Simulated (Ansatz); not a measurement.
**C: energy and stress against strain, part 1 of 2**

This session takes C and sets out to see how energy and stress answer to the strain pattern (1, -1, 0, 0, 0, 0).

Computed with Ansatz 0.2.0 (DFT PBE, scalar-relativistic, plane waves, PAW, unless a step's input says otherwise).

## (1) The structure to begin with

Symmetry: Fd-3m, No. 227, cubic system. Conventional cell: a = 3.567 Å, b = 3.567 Å, c = 3.567 Å, α = 90.00°, β = 90.00°, γ = 90.00°. C (site symmetry -43m) has 4 C at 1.54 Å as nearest neighbours.

As a file:

```cif
data_structure
_symmetry_space_group_name_H-M 'P 1'
_symmetry_Int_Tables_number 1
_cell_length_a 2.5221
_cell_length_b 2.5221
_cell_length_c 2.5221
_cell_angle_alpha 60.000
_cell_angle_beta 60.000
_cell_angle_gamma 60.000
_cell_volume 11.34
loop_
_atom_site_label
_atom_site_type_symbol
_atom_site_fract_x
_atom_site_fract_y
_atom_site_fract_z
_atom_site_occupancy
C1 C 0.50000 0.50000 0.50000 1
C2 C 0.75000 0.75000 0.75000 1
```

No relaxation comes first: the listed cell is the starting point.

## (2) The undisturbed cell

input.yaml reads:

```yaml
crystal:
  lattice:
    - [0.0, 1.7834, 1.7834]
    - [1.7834, 0.0, 1.7834]
    - [1.7834, 1.7834, 0.0]
  atoms:
    - { symbol: C, position: [0.5, 0.5, 0.5] }
    - { symbol: C, position: [0.75, 0.75, 0.75] }
basis:
  ecutwfc: 300.0
kpoints:
  mp_grid: { grid: [6, 6, 6] }
hamiltonian:
  xc: pbe
scf:
  occupations: { method: gaussian, width: 0.05 }
output:
  forces: true
  stress: true
  eigenvalues: true
```

Started as:

```bash
$ ansatz run input.yaml --threads 1 --pin off --max-ram 2560MiB --backend cpu --events-out ev --progress --plain --runs-dir out
```

Output:

```text
Warning: basis.ecutwfc = 300 eV is below the records' recommended 420 eV, and the density's cutoff is lower with it unless basis.ecutrho_ratio is high enough to keep the records' density cutoff: compare with a run at a higher cutoff
Warning: RAYON_NUM_THREADS=1 ignored (pool sized by the plan → 1); use --threads N
Engine: ansatz 0.2.0, x86_64-unknown-linux-gnu
Pseudopotentials: kind: paw
Pseudopotential: C, paw, valence charge 4, recommended cutoff 420 eV (normal), C.paw.azcp
Functional definition: PBE
  parameter kappa = 0.804
  parameter beta = 0.06672455060314922
  exchange = pbe_x(kappa = kappa, mu = beta*pi^2/3)
  correlation = pbe_c(beta = beta)
Crystal: 2 atoms, lattice volume = 11.344 Å³
Basis set: ecut = 300 eV, 137 PW (Γ), exchange–correlation on 30×30×30 points (8 copies of the dense FFT grid, shifted against one another)
Bands: 8, of which v1, the nominal top of the filled ones, is band 4 counted from 1 (3 counted from 0)
Symmetry: 48 space group operations
Space group: Fd-3m (ITA 227), of the structure as read, at distance tolerance 2.2e-5 Å
k-points: 16 of 216
Non-local potential: C, projectors of the file, l = 0: 2, l = 1: 2, l = 2: 1
PAW form: soft (Blöchl's): semilocal exchange-correlation on the pseudo side does not see the compensation charge
PAW one-centre angular grid: C, 110 points (default); XC on 64 Gauss nodes
Initial density: superposition of atomic densities (neutral atoms: chi_scale 0, normalization atom), corrected by the library's trained network
Initial wavefunctions: pseudopotential atomic-orbital guess
Functional: x = pbe(κ = 0.804, μ = 0.2195149727645171), c = pbe(β = 0.06672455060314922)
SCF iter   1: F=—  HF=-501.393969 eV  |F-HF|=—  |Δ(HF+E_count)|=         —  Δρ=1.08e-2  dr2=2.17e-3  ethr=1.77e-3  ⟨swp⟩=4.4  Hψ=801  notcnv=0
preconditioner: auto → none  [insulator: Δε(μ)=4.138 eV  Ē_g=19.699 eV  σ=0.050 eV  W_gap=1.00  n_scr=0 (ndim 8)  ℏωp=31.2 eV  f_vac=0.000  D(μ)=0.00/eV (n_scr^D=0)  ε∞_Penn≈3.5]
SCF iter   2: F=—  HF=-501.395989 eV  |F-HF|=—  |Δ(HF+E_count)|=   2.02e-3  Δρ=5.36e-3  dr2=4.92e-4  ethr=2.71e-5  ⟨swp⟩=1.0  Hψ=256  notcnv=0
SCF iter   3: F=—  HF=-501.396829 eV  |F-HF|=—  |Δ(HF+E_count)|=   8.40e-4  Δρ=2.66e-4  dr2=1.36e-6  ethr=6.15e-6  ⟨swp⟩=2.0  Hψ=192  notcnv=0
SCF iter   4: F=—  HF=-501.396835 eV  |F-HF|=—  |Δ(HF+E_count)|=   5.78e-6  Δρ=2.76e-5  dr2=2.14e-8  ethr=1.70e-8  ⟨swp⟩=2.6  Hψ=182  notcnv=0
iter 5 did not close the SCF: its close was put off for the readings that it lacked (scf_convergence_deferred on its scf_iter line)
SCF iter   5: F=-501.396835 eV  HF=-501.396835 eV  |F-HF|=1.25e-10  |Δ(HF+E_count)|=   3.62e-8  Δρ=1.32e-6  dr2=1.56e-10  ethr=2.68e-10  ⟨swp⟩=2.3  Hψ=183  notcnv=0
SCF iter   6: F=-501.396835 eV  HF=-501.396835 eV  |F-HF|=1.71e-13  |Δ(HF+E_count)|=  1.28e-10  Δρ=4.68e-8  dr2=8.05e-14  ethr=1.95e-12  ⟨swp⟩=1.1  Hψ=396  notcnv=0
SCF 1 converged in 6 iterations: F = -501.396835 eV  dr2 = 8.05e-14
SCF converged after 6 iterations
Free energy (F): -501.396835 eV
Harris-Foulkes:  -501.396835 eV  (|F-HF|=1.71e-13)
Internal energy: -501.396835 eV  (E = F + TS)
E sigma→0 (E₀):  -501.396835 eV
Fermi energy:    15.423991 eV
--- Per-component energies (eV) ---
  E_band       = 34.781566
  E_kinetic    = 185.240141
  E_local      = -121.613138  (includes V_loc(G=0)·N_el)
  E_nonlocal   = 52.015162
  E_hartree    = 26.664145
  E_xc         = -97.714465
  E_vxc        = -121.330171  (∫ρ·V_xc dr)
  E_paw        = -198.033231  (= ΣΔE_a)
  E_vpaw       = -12.858781  (= ΣTr[D̂ρ^β])
  E_aug_tail   = 0.000063  (compensation charges beyond the density's cutoff)
  E_ewald      = -347.955510
  E_smearing   = -0.000000  (= −TS)
  E_closure    = 0.000000  (closes the sum)
  Σ components = -501.396835   (vs F -501.396835, Δ=0.00e0)
--- Forces (eV/Å), atoms counted from 1 ---
  atom   1  C      0.00000000     0.00000000     0.00000000
  atom   2  C      0.00000000    -0.00000000     0.00000000
  max |Σ_I F_I| component: 7.40e-17 eV/Å
--- Stress (GPa, compression-positive) ---
        1.329403       0.000000       0.000000
        0.000000       1.329403       0.000000
        0.000000      -0.000000       1.329403
  P = ⅓ Tr σ = 1.3294 GPa (13.294 kbar)
--- Band table (eV; the first three rows and the last of 16) ---
  k-point 0: bands = ["-8.1747", "13.3542", "13.3542", "13.3542", "18.9557", "18.9557", "18.9557", "26.5567"]
  k-point 1: bands = ["-7.4076", "9.5691", "12.3321", "12.3321", "20.3445", "20.3445", "20.7778", "27.2405"]
  k-point 2: bands = ["-5.1584", "3.9446", "10.9942", "10.9942", "21.6340", "21.6340", "21.8658", "28.5752"]
  k-point 15: bands = ["1.0907", "1.0907", "5.5215", "5.5215", "21.5754", "21.5754", "27.9255", "27.9255"]
```

Run time: 0.79 s. Hardware: 1 thread of AMD EPYC (Zen 3), shared host; peak memory 0.26 GiB.

The reference gives a free energy of -501.3968 eV, pressure 1.33 GPa, largest force 0.000 eV/Å and gap on the mesh 4.14 eV.

## (3) Next: energy and stress against strain

The cell is strained by ε times the Voigt pattern (1, -1, 0, 0, 0, 0) (xx, yy, zz, yz, xz, xy; engineering shear), with fractional coordinates fixed (clamped ions). The stress on the pattern is the sum of the stress components weighted by it, tension positive.

## (4) At ε = -0.1500

input.yaml: that of step 2 with these lines changed.

```diff
@@ -2,5 +2,5 @@
   lattice:
-    - [0.0, 1.7834, 1.7834]
-    - [1.7834, 0.0, 1.7834]
-    - [1.7834, 1.7834, 0.0]
+    - [0.0, 2.05091, 1.7834]
+    - [1.51589, 0.0, 1.7834]
+    - [1.51589, 2.05091, 0.0]
   atoms:
```

Started as:

```bash
$ ansatz run input.yaml --threads 1 --pin off --max-ram 2560MiB --backend cpu --events-out ev --progress --plain --runs-dir out
```

Output, cut to the lines that bear on the results:

```text
Warning: basis.ecutwfc = 300 eV is below the records' recommended 420 eV, and the density's cutoff is lower with it unless basis.ecutrho_ratio is high enough to keep the records' density cutoff: compare with a run at a higher cutoff
Warning: RAYON_NUM_THREADS=1 ignored (pool sized by the plan → 1); use --threads N
[...]
[... 3 set-up lines as earlier in the session ...]
[...]
Crystal: 2 atoms, lattice volume = 11.089 Å³
Basis set: ecut = 300 eV, 133 PW (Γ), exchange–correlation on 32×30×30 points (8 copies of the dense FFT grid, shifted against one another)
Bands: 8, of which v1, the nominal top of the filled ones, is band 4 counted from 1 (3 counted from 0)
Symmetry: 8 space group operations
Space group: Fddd (ITA 70), of the structure as read, at distance tolerance 2.2e-5 Å
k-points: 46 of 216
[...]
SCF iter   1: F=—  HF=-499.935902 eV  |F-HF|=—  |Δ(HF+E_count)|=         —  Δρ=1.15e-2  dr2=2.43e-3  ethr=1.77e-3  ⟨swp⟩=4.4  Hψ=2318  notcnv=0
[...]
SCF iter   6: F=-499.939010 eV  HF=-499.939010 eV  |F-HF|=0.00e0  |Δ(HF+E_count)|=  1.39e-11  Δρ=5.13e-8  dr2=1.47e-13  ethr=1.00e-12  ⟨swp⟩=1.1  Hψ=1000  notcnv=0
[...]
SCF converged after 6 iterations
Free energy (F): -499.939010 eV
[...]
E sigma→0 (E₀):  -499.938879 eV
Entropy (-TS):   -0.000262 eV (-0.131 meV/atom)
Fermi energy:    14.707698 eV
[...]
--- Forces (eV/Å), atoms counted from 1 ---
  atom   1  C      0.00000000    -0.00000000     0.00000000
  atom   2  C     -0.00000000     0.00000000    -0.00000000
[...]
--- Stress (GPa, compression-positive) ---
      130.967781      -0.000000      -0.000000
       -0.000000    -142.802993      -0.000000
       -0.000000      -0.000000      51.667151
  P = ⅓ Tr σ = 13.2773 GPa (132.773 kbar)
--- Band table (eV; the first three rows and the last of 46) ---
  k-point 0: bands = ["-7.9769", "11.2102", "14.5040", "15.9096", "18.2964", "20.3021", "21.9864", "25.6643"]
[...]
```

It took 1.2 s on 1 thread of AMD EPYC (Zen 3), shared host; peak memory 0.26 GiB.

## (5) ε = 0.1125

input.yaml: that of step 4 with these lines changed.

```diff
@@ -2,5 +2,5 @@
   lattice:
-    - [0.0, 2.05091, 1.7834]
-    - [1.51589, 0.0, 1.7834]
-    - [1.51589, 2.05091, 0.0]
+    - [0.0, 1.5827675, 1.7834]
+    - [1.9840325, 0.0, 1.7834]
+    - [1.9840325, 1.5827675, 0.0]
   atoms:
```

Started as:

```bash
$ ansatz run input.yaml --threads 1 --pin off --max-ram 2560MiB --backend cpu --events-out ev --progress --plain --runs-dir out
```

Output, cut to the lines that bear on the results:

```text
Warning: basis.ecutwfc = 300 eV is below the records' recommended 420 eV, and the density's cutoff is lower with it unless basis.ecutrho_ratio is high enough to keep the records' density cutoff: compare with a run at a higher cutoff
Warning: RAYON_NUM_THREADS=1 ignored (pool sized by the plan → 1); use --threads N
[...]
[... 3 set-up lines as earlier in the session ...]
[...]
Crystal: 2 atoms, lattice volume = 11.201 Å³
Basis set: ecut = 300 eV, 137 PW (Γ), exchange–correlation on 30×32×30 points (8 copies of the dense FFT grid, shifted against one another)
Bands: 8, of which v1, the nominal top of the filled ones, is band 4 counted from 1 (3 counted from 0)
[... 2 set-up lines as earlier in the session ...]
k-points: 46 of 216
[...]
SCF iter   1: F=—  HF=-500.568196 eV  |F-HF|=—  |Δ(HF+E_count)|=         —  Δρ=1.07e-2  dr2=2.03e-3  ethr=1.77e-3  ⟨swp⟩=4.4  Hψ=2313  notcnv=0
[...]
SCF iter   6: F=-500.571143 eV  HF=-500.571143 eV  |F-HF|=5.68e-14  |Δ(HF+E_count)|=  3.86e-11  Δρ=3.51e-8  dr2=9.05e-14  ethr=1.00e-12  ⟨swp⟩=1.0  Hψ=1121  notcnv=0
[...]
SCF converged after 6 iterations
Free energy (F): -500.571143 eV
[...]
E sigma→0 (E₀):  -500.571116 eV
Entropy (-TS):   -0.000054 eV (-0.027 meV/atom)
Fermi energy:    15.216372 eV
[...]
--- Forces (eV/Å), atoms counted from 1 ---
  atom   1  C      0.00000000     0.00000000     0.00000000
  atom   2  C      0.00000000     0.00000000     0.00000000
[...]
--- Stress (GPa, compression-positive) ---
     -107.223104       0.000000       0.000000
        0.000000     101.543054       0.000000
        0.000000       0.000000      29.631818
  P = ⅓ Tr σ = 7.9839 GPa (79.839 kbar)
--- Band table (eV; the first three rows and the last of 46) ---
  k-point 0: bands = ["-8.0610", "11.7094", "13.9967", "15.1525", "18.2490", "19.7155", "20.9969", "26.2309"]
[...]
```

It took 1.5 s on 1 thread of AMD EPYC (Zen 3), shared host; peak memory 0.26 GiB.

## (6) ε = -0.0750

input.yaml: that of step 5 with these lines changed.

```diff
@@ -2,5 +2,5 @@
   lattice:
-    - [0.0, 1.5827675, 1.7834]
-    - [1.9840325, 0.0, 1.7834]
-    - [1.9840325, 1.5827675, 0.0]
+    - [0.0, 1.917155, 1.7834]
+    - [1.649645, 0.0, 1.7834]
+    - [1.649645, 1.917155, 0.0]
   atoms:
```

Started as:

```bash
$ ansatz run input.yaml --threads 1 --pin off --max-ram 2560MiB --backend cpu --events-out ev --progress --plain --runs-dir out
```

Output, cut to the lines that bear on the results:

```text
[...]
SCF converged after 6 iterations
Free energy (F): -501.032389 eV
[...]
E sigma→0 (E₀):  -501.032389 eV
Fermi energy:    15.230414 eV
[...]
--- Forces (eV/Å), atoms counted from 1 ---
  atom   1  C     -0.00000000     0.00000000     0.00000000
  atom   2  C      0.00000000     0.00000000    -0.00000000
[...]
--- Stress (GPa, compression-positive) ---
       69.214743       0.000000      -0.000000
        0.000000     -70.118936      -0.000000
       -0.000000      -0.000000      13.816117
  P = ⅓ Tr σ = 4.3040 GPa (43.040 kbar)
--- Band table (eV; the first three rows and the last of 46) ---
  k-point 0: bands = ["-8.1238", "12.2234", "13.6385", "14.5073", "18.3693", "19.3034", "20.1655", "26.4749"]
[...]
```

Run time: 1.2 s. Hardware: 1 thread of AMD EPYC (Zen 3), shared host; peak memory 0.26 GiB.

(Continued in part 2 of 2.)
